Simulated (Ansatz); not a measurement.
The system is AgBr.

```
Ag Br
1.0
     0.00000    2.87015    2.87015
     2.87015    0.00000    2.87015
     2.87015    2.87015    0.00000
Ag Br
1 1
Direct
  0.00000 0.00000 0.00000
  0.50000 0.50000 0.50000
```

Base run:

* Program: Ansatz 0.2.0
* Functional: PBE
* Potentials or basis: Ansatz PAW
* Cutoff: 420 eV (not typed: the program's choice for these potentials)
* k mesh: 6 × 6 × 6
* Occupations: fermi-dirac, width 0.05 eV
* Spin: spin-orbit coupling, no magnetisation

Its results: band gap on the k mesh 0.59 eV, indirect (least direct gap 2.43 eV); pressure 2.3 GPa.

**Question.** After a change of settings the same cell gave: band gap on the k mesh 0.42 eV, indirect (least direct gap 2.27 eV); pressure -1.6 GPa. Which change was it?
A. functional from PBE to PBEsol
B. functional from PBE to LDA
C. k mesh from 6 × 6 × 6 to 8 × 8 × 8; spin from spin-orbit coupling, no magnetisation to no spin polarisation; potential files from those of the base run to others of the same set

**Answer.** A.

PBEsol binds more tightly than PBE, so the same cell stands under less pressure.

Caveats: the PAW data sets come from PBE, with cores solved anew for the run's functional, which leaves a small shift of forces and pressure (some runs).
